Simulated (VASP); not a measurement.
Input of a VASP 6.6.1 run:

POSCAR

```
LiCl
1.0
    0.0000000000      2.5647700000      2.5647700000
    2.5647700000      0.0000000000      2.5647700000
    2.5647700000      2.5647700000      0.0000000000
Cl Li
1 1
Direct
    0.5000000000      0.5000000000      0.5000000000
    0.0000000000      0.0000000000      0.0000000000
```

File INCAR.step1:

```
SYSTEM = LiCl
PREC = Accurate
ENCUT = 520
EDIFF = 1E-5
ISMEAR = 0
SIGMA = 0.02
LREAL = .False.
LASPH = .True.
NELM = 60
ALGO = Normal
ISIF = 2
LWAVE = .True.
LCHARG = .False.
GGA = PE
KPAR = 4
```

File INCAR.step2:

```
SYSTEM = LiCl
PREC = Accurate
ENCUT = 520
EDIFF = 1E-7
ISMEAR = 0
SIGMA = 0.02
LREAL = .False.
LASPH = .True.
NELM = 60
ALGO = Normal
ISIF = 2
LWAVE = .False.
LCHARG = .False.
GGA = PE
LHFCALC = .True.
HFSCREEN = 0.2
PRECFOCK = Fast
ISTART = 1
KPAR = 4
```

The input KPOINTS:

```
Automatic mesh
0
Gamma
  6 6 6
  0 0 0
```

The input KPOINTS_OPT:

```
path GXWKGLUWLK,UX
8
line-mode
reciprocal
 0.0000000000  0.0000000000  0.0000000000  G
 0.5000000000  0.0000000000  0.5000000000  X

 0.5000000000  0.0000000000  0.5000000000  X
 0.5000000000  0.2500000000  0.7500000000  W

 0.5000000000  0.2500000000  0.7500000000  W
 0.3750000000  0.3750000000  0.7500000000  K

 0.3750000000  0.3750000000  0.7500000000  K
 0.0000000000  0.0000000000  0.0000000000  G

 0.0000000000  0.0000000000  0.0000000000  G
 0.5000000000  0.5000000000  0.5000000000  L

 0.5000000000  0.5000000000  0.5000000000  L
 0.6250000000  0.2500000000  0.6250000000  U

 0.6250000000  0.2500000000  0.6250000000  U
 0.5000000000  0.2500000000  0.7500000000  W

 0.5000000000  0.2500000000  0.7500000000  W
 0.5000000000  0.5000000000  0.5000000000  L

 0.5000000000  0.5000000000  0.5000000000  L
 0.3750000000  0.3750000000  0.7500000000  K

 0.6250000000  0.2500000000  0.6250000000  U
 0.5000000000  0.0000000000  0.5000000000  X
```

Potentials or basis: VASP PAW PBE potentials, release 64 (Cl, Li_sv).

Run with:

```bash
$ cat potpaw_PBE.64/Cl/POTCAR potpaw_PBE.64/Li_sv/POTCAR > POTCAR
$ cp INCAR.step1 INCAR
$ mpirun -np 4 vasp_std > vasp.out
$ cp INCAR.step2 INCAR
$ mpirun -np 4 vasp_std > vasp.out
```

Question: Predict the band gap along the path.

Answer: 7.75 eV, direct.

Question: What does it give for the band gap on the k mesh?

Answer: 7.75 eV, direct.

Levels at the corners of the path, in eV from the valence-band top:
```csv
point,band 1,band 2,band 3,band 4,band 5,band 6,band 7,band 8,band 9
Γ,-46.28,-14.67,0.00,0.00,0.00,7.75,13.49,13.49,13.49
X,-46.28,-13.78,-3.11,-1.19,-1.19,9.32,9.64,14.16,15.88
X,-46.28,-13.78,-3.11,-1.19,-1.19,9.32,9.64,14.16,15.88
W,-46.28,-13.79,-2.28,-2.28,-1.15,11.09,11.72,11.97,11.97
W,-46.28,-13.79,-2.28,-2.28,-1.15,11.09,11.72,11.97,11.97
K,-46.28,-13.81,-2.67,-1.92,-0.89,9.52,11.45,13.08,13.41
K,-46.28,-13.81,-2.67,-1.92,-0.89,9.52,11.45,13.08,13.41
Γ,-46.28,-14.67,0.00,0.00,0.00,7.75,13.49,13.49,13.49
Γ,-46.28,-14.67,0.00,0.00,0.00,7.75,13.49,13.49,13.49
L,-46.28,-14.04,-3.05,-0.29,-0.29,8.14,11.02,11.02,14.74
L,-46.28,-14.04,-3.05,-0.29,-0.29,8.14,11.02,11.02,14.74
U,-46.28,-13.81,-2.67,-1.92,-0.89,9.52,11.45,13.08,13.41
U,-46.28,-13.81,-2.67,-1.92,-0.89,9.52,11.45,13.08,13.41
W,-46.28,-13.79,-2.28,-2.28,-1.15,11.09,11.72,11.97,11.97
W,-46.28,-13.79,-2.28,-2.28,-1.15,11.09,11.72,11.97,11.97
L,-46.28,-14.04,-3.05,-0.29,-0.29,8.14,11.02,11.02,14.74
L,-46.28,-14.04,-3.05,-0.29,-0.29,8.14,11.02,11.02,14.74
K,-46.28,-13.81,-2.67,-1.92,-0.89,9.52,11.45,13.08,13.41
U,-46.28,-13.81,-2.67,-1.92,-0.89,9.52,11.45,13.08,13.41
X,-46.28,-13.78,-3.11,-1.19,-1.19,9.32,9.64,14.16,15.88
```
